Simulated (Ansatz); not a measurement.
# armchair graphene nanoribbon (N = 4, H/H2 edges): bands by functional and under strain, part 4 of 4

Aim: is the armchair graphene nanoribbon (N = 4, H/H2 edges) a metal or a semiconductor?

Ansatz 0.2.0; DFT PBE, plane waves, PAW; relaxation of a wire's period (the session's first sound run).

So far, band gap (eV): step 3 (the wire at its relaxed period, PBE) 1.83; step 5 (another level of theory, level PBEsol, cutoff 420 eV, PBEsol PBE) 1.82; step 6 (levels at the same atoms, level r2SCAN, cutoff 500 eV, r2SCAN PBE) 1.99; step 7 (another level of theory, level HSE06, cutoff 420 eV, HSE06 PBE) 2.49; step 9 (At a strained period, period over the relaxed period 0.97, k-mesh 1×1×15, PBE) 1.62.

**10. At a strained period, period over the relaxed period 1.03, k-mesh 1×1×14 (continued)**

Level of this step: DFT PBE, plane waves, PAW; relaxation at a fixed period (Ansatz).

Relaxation path:

| step | energy less that of the first step (eV) | largest force component (eV/Å) |
| --- | --- | --- |
| 1 | 0.0000 | 0.8286 |
| 2 | -0.0418 | 0.2806 |
| 3 | -0.0453 | 0.0471 |
| 4 | -0.0454 | 0.0155 |

Forces are held to the 4 operations that the run works with; a distortion that breaks them can't arise in this run.

The atoms that moved most (Å):

| atom | dx | dy | dz | length |
| --- | --- | --- | --- | --- |
| H7 | 0.006 | 0.000 | -0.042 | 0.043 |
| H12 | 0.006 | 0.000 | 0.042 | 0.043 |
| H13 | -0.005 | 0.000 | -0.035 | 0.035 |
| H14 | -0.005 | 0.000 | -0.035 | 0.035 |
| H6 | -0.005 | 0.000 | 0.035 | 0.035 |
| H5 | -0.005 | 0.000 | 0.035 | 0.035 |
| C3 | 0.015 | 0.000 | -0.013 | 0.020 |
| C1 | 0.015 | 0.000 | 0.013 | 0.020 |

The relaxed structure:

```cif
data_structure
_symmetry_space_group_name_H-M 'P 1'
_symmetry_Int_Tables_number 1
_cell_length_a 12.1870
_cell_length_b 8.7600
_cell_length_c 4.4788
_cell_angle_alpha 90.000
_cell_angle_beta 90.000
_cell_angle_gamma 90.000
_cell_volume 478.15
loop_
_atom_site_label
_atom_site_type_symbol
_atom_site_fract_x
_atom_site_fract_y
_atom_site_fract_z
_atom_site_occupancy
C1 C 0.36416 0.50000 0.01041 1
C2 C 0.55985 0.50000 0.00601 1
C3 C 0.36416 0.50000 0.32292 1
C4 C 0.55985 0.50000 0.32732 1
H5 H 0.71646 0.59917 0.41569 1
H6 H 0.71646 0.40083 0.41569 1
H7 H 0.28452 0.50000 0.43386 1
C8 C 0.46133 0.50000 0.49623 1
C9 C 0.66846 0.50000 0.49244 1
C10 C 0.46133 0.50000 0.83710 1
C11 C 0.66846 0.50000 0.84090 1
H12 H 0.28452 0.50000 0.89948 1
H13 H 0.71646 0.59917 0.91764 1
H14 H 0.71646 0.40083 0.91764 1
```

This step gave:

| Quantity | Value |
| --- | --- |
| band gap | 2.053 eV |

The gap is 2.05 eV, against 1.83 eV under PBE at the relaxed period, with no moment.

**11. A varied input: hamiltonian.xc = "r2scan"**

This step: DFT r2SCAN, plane waves, PAW; bands of a perfect wire at the PBE geometry; changed: hamiltonian.xc = "r2scan" (Ansatz 0.2.0).

The atoms of the band run (LDA) are kept and the input is varied, to see whether the result depends on it.

input.yaml

```yaml
crystal:
  lattice:
    - [12.187, 0.0, 0.0]
    - [0.0, 8.76, 0.0]
    - [0.0, 0.0, 4.3483559958]
  atoms:
    - { symbol: C, position: [0.362900459, 0.5, 0.007416263] }
    - { symbol: C, position: [0.560092644, 0.5, 0.004431914] }
    - { symbol: C, position: [0.362900459, 0.5, 0.32591707] }
    - { symbol: C, position: [0.560092644, 0.5, 0.328901419] }
    - { symbol: H, position: [0.716850138, 0.599127155, 0.407958133] }
    - { symbol: H, position: [0.716850138, 0.400872845, 0.407958133] }
    - { symbol: H, position: [0.284009208, 0.5, 0.443317285] }
    - { symbol: C, position: [0.461044489, 0.5, 0.496576074] }
    - { symbol: C, position: [0.669493549, 0.5, 0.490101422] }
    - { symbol: C, position: [0.461044489, 0.5, 0.836757259] }
    - { symbol: C, position: [0.669493549, 0.5, 0.843231911] }
    - { symbol: H, position: [0.284009208, 0.5, 0.890016048] }
    - { symbol: H, position: [0.716850138, 0.599127155, 0.9253752] }
    - { symbol: H, position: [0.716850138, 0.400872845, 0.9253752] }
kpoints:
  mp_grid: { grid: [1, 1, 14] }
  band_path: { path: ["Γ", Z], npoints: 50 }
scf:
  occupations: { method: fermi_dirac, width: 0.05 }
hamiltonian:
  xc: r2scan
```

Command:

```
> ansatz run input.yaml --threads 8 --pin off --max-ram 16384MiB --backend cpu --events-out ev --progress --plain --runs-dir out
```

Numbers of over 12 decimals in the logs are rounded to 6 here.

Log:

```text
[...]
Crystal: 14 atoms, lattice volume = 464.222 Å³
Basis set: ecut = 500 eV, 11785 PW (Γ), exchange–correlation on 360×256×128 points (64 copies of the dense FFT grid, shifted against one another)
Bands: 33, of which v1, the nominal top of the filled ones, is band 19 counted from 1 (18 counted from 0)
Symmetry: 4 space group operations
[...]
k-points: 8 of 14
[...]
SCF iter   1: F=—  HF=-2109.068020 eV  |F-HF|=—  |Δ(HF+E_count)|=         —  Δρ=3.85e-3  dr2=9.86e-2  dr2_τ=1.64e0  ethr=1.77e-3  ⟨swp⟩=6.8  Hψ=1431  notcnv=0  defer=31
[...]
SCF iter   8: F=-2109.040709 eV  HF=-2109.040709 eV  |F-HF|=5.53e-8  |Δ(HF+E_count)|=   3.75e-7  Δρ=2.08e-6  dr2=1.49e-8  dr2_τ=2.32e-9  ethr=2.63e-10  ⟨swp⟩=15.0  Hψ=1697  notcnv=0
SCF 1 converged in 8 iterations: F = -2109.040709 eV  dr2 = 1.49e-8
[...]
SCF converged after 8 iterations
Free energy (F): -2109.040709 eV
[...]
Internal energy: -2109.040709 eV  (E = F + TS)
E sigma→0 (E₀):  -2109.040709 eV
Fermi energy:    -1.690702 eV
[...]
--- Band table (eV; the first three rows and the last of 8) ---
  k-point 0: bands = [... 15 lower, -5.9442, -5.3787, -4.4038, -2.6834, -0.6983, 1.1290, 1.6787, 1.9178, ... 10 higher]
  k-point 1: bands = [... 15 lower, -5.9657, -5.4431, -4.3813, -2.9243, -0.4352, 1.1676, 1.6062, 1.9585, ... 10 higher]
  k-point 2: bands = [... 15 lower, -6.0592, -5.6255, -4.3278, -3.4300, 0.1402, 1.2838, 1.4152, 2.0796, ... 10 higher]
  k-point 7: bands = [... 15 lower, -7.2237, -6.2672, -6.1855, -3.8542, 0.4374, 2.9630, 3.0616, 3.3370, ... 10 higher]
```

Wall time 25 s (8 threads of Arm Neoverse N1, shared host); peak memory 1.9 GiB; 3.2 min of CPU time.

Numbers from this step:

| Property | Result |
| --- | --- |
| band gap | 1.985 eV |

It took 25 s against 13 s for the run it varies.

Side by side:

| quantity | this run | the run it varies | difference |
| --- | --- | --- | --- |
| band gap (eV) | 1.9850 | 1.7930 | 0.192 |

One result that differs is the band gap, 1.99 eV against 1.79 eV.

**12. A repeat with changed settings: basis.ecutwfc = "400 eV"**

This step: DFT LDA, plane waves, PAW; bands of a perfect wire at the PBE geometry; changed: basis.ecutwfc = "400 eV" (Ansatz 0.2.0).

The atoms of the band run (LDA) are kept and the input is varied, to see whether the result depends on it.

input.yaml, as its differences from that of step 11:

```diff
@@ -26,2 +26,4 @@
 hamiltonian:
-  xc: r2scan
+  xc: lda
+basis:
+  ecutwfc: "400 eV"
```

Log:

```text
Warning: basis.ecutwfc = 400 eV is below the records' recommended 420 eV, and the density's cutoff is lower with it unless basis.ecutrho_ratio is high enough to keep the records' density cutoff: compare with a run at a higher cutoff
[...]
Crystal: 14 atoms, lattice volume = 464.222 Å³
Basis set: ecut = 400 eV, 8429 PW (Γ)
Bands: 33, of which v1, the nominal top of the filled ones, is band 19 counted from 1 (18 counted from 0)
[...]
--- Band table (eV; the first three rows and the last of 8) ---
  k-point 0: bands = [... 15 lower, -5.8847, -5.2628, -4.4460, -2.8024, -1.0086, 0.5642, 1.2603, 1.3590, ... 10 higher]
  k-point 1: bands = [... 15 lower, -5.8982, -5.3261, -4.4224, -3.0325, -0.7585, 0.6018, 1.1880, 1.3985, ... 10 higher]
  k-point 2: bands = [... 15 lower, -5.9718, -5.5057, -4.3675, -3.5095, -0.2181, 0.7148, 0.9994, 1.5158, ... 10 higher]
  k-point 7: bands = [... 15 lower, -7.0128, -6.1709, -6.1394, -3.8820, 0.0374, 2.3182, 2.4493, 2.7528, ... 10 higher]
[key lines of the parts left out:]
SCF converged after 8 iterations
Free energy (F): -2037.021407 eV
Fermi energy:    -1.905308 eV
```

It took 12 s on 8 threads; peak memory 1.1 GiB; 89 s of CPU time.

Numbers from this step:

| Quantity | Value |
| --- | --- |
| band gap | 1.794 eV |

It took 12 s against 13 s for the run it varies.

The band gap stays within 0.2 % plus 0.001 of the run it varies.

Against step 4 (now cutoff 400 eV), the band gap stays at 1.79 eV and the free energy moves by +2.7 meV an atom.

**13. Outcome**

```json
{"cell length, PBE": "4.348 Å", "conductance, PBE": "7.9e-16 G₀", "gap, PBE": "1.83 eV", "gap, LDA": "1.79 eV", "gap, PBEsol": "1.82 eV", "gap, r2SCAN": "1.99 eV", "gap, HSE06": "2.49 eV", "gap, period scaled by 0.97": "1.62 eV", "gap, period scaled by 1.03": "2.05 eV"}
```

What this shows: Under PBE the cell's length is 4.35 Å, no moment survives, and a gap of 1.83 eV makes it a semiconductor. At the relaxed period the wire is gapped under every functional, from 1.79 eV (LDA) to 2.49 eV (HSE06). Weak screening in one dimension makes quasiparticle gaps larger than the semilocal gaps, as a rule. Strain matters: under PBE the gap goes from 1.83 eV to 1.62 eV at 0.97 times the period and 2.05 eV at 1.03 times the period. Transport is coherent and elastic here: the atoms are frozen, so scattering by vibrations plays no part. A hybrid's gap is read on a coarse mesh, without a band path.

[Logs are printed without paths, hosts, clocks, repeated set-up lines and the standing remarks that a program may print on its own settings, such as how far it seeks lower states.]

[Hosts, paths, dates, database ids (printed as entryN), source tags and the programs' standing remarks are cut or masked in the printed files.]
